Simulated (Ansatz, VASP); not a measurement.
## C in VASP and in Ansatz

File INCAR:

```
SYSTEM = C
  PREC = Accurate
  ENCUT = 520
  EDIFF = 1E-6
  ISMEAR = 0
  SIGMA = 0.05
  LREAL = .FALSE.
  LASPH = .TRUE.
  NELM = 80
  ALGO = Normal
  ISIF = 2
  LWAVE = .FALSE.
  LCHARG = .FALSE.
  GGA = PE
  IVDW = 12
  NBANDS = 11
```

The input KPOINTS:

```
regular mesh
0
G
  15 15 15
  0 0 0
```

File POSCAR:

```
C
1.0
    1.2632929494      0.7293625244      3.4449600376
   -1.2632929494      0.7293625244      3.4449600376
    0.0000000000     -1.4587250488      3.4449600375
C
2
Direct
    0.1571736412      0.1571736412      0.1571736412
    0.8428263588      0.8428263588      0.8428263588
```

Input for Ansatz:

```yaml
crystal:
  lattice:
    - [1.2632929494, 0.7293625244, 3.4449600376]
    - [-1.2632929494, 0.7293625244, 3.4449600376]
    - [0.0, -1.4587250488, 3.4449600375]
  atoms:
    - { symbol: C, position: [0.1571736412, 0.1571736412, 0.1571736412] }
    - { symbol: C, position: [0.8428263588, 0.8428263588, 0.8428263588] }
basis:
  ecutwfc: 520.0
kpoints:
  mp_grid: { grid: [15, 15, 15] }
hamiltonian:
  xc: pbe
  pseudopotentials: { kind: paw, azcp: { folder: soft_1 } }
  dispersion: d3bj
scf:
  occupations: { method: gaussian, width: 0.05 }
output:
  forces: true
  stress: true
  eigenvalues: true
```

Change from the starting cell: mode 4 frozen in at -0.095 Å, equal normal strain along x, y and z +0.0250.

Alike in both runs: task single point; functional PBE; dispersion D3(BJ); k mesh 15 × 15 × 15; occupations gaussian, width 0.05 eV; no spin polarisation.

```csv
,VASP,Ansatz
version,VASP 6.6.1,Ansatz 0.2.0
potentials or method,"VASP PAW PBE potentials, release 64 (C)","scalar-relativistic, plane waves, PAW"
plane-wave cutoff (eV),520,520
valence electrons in the cell,8,8
```

|  | VASP | Ansatz | Ansatz less VASP |
| --- | --- | --- | --- |
| gap on the k mesh at the Fermi level (eV) | 0.88 | 0.88 | 0.000 |
| least direct gap on the mesh (eV) | 0.90 | 0.90 | 0.000 |
| pressure (GPa) | -19.7 | -20.1 | -0.38 |
| largest component of the traceless stress (GPa) | 13.13 | 13.56 | +0.429 |
| rms of the force components (eV/Å) | 1.848 | 1.855 | +0.0073 |

Atom by atom the forces differ by 0.007 eV/Å (rms over components).

Caveats: so large a pressure means that the cell lies far from this level's equilibrium, or that cutoff or potentials fall short (VASP); an odd mesh through Γ misses points on the zone boundary, where band edges often lie; forces of over 1 eV/Å show positions far from the minimum, so gaps and moduli don't describe the material at rest.
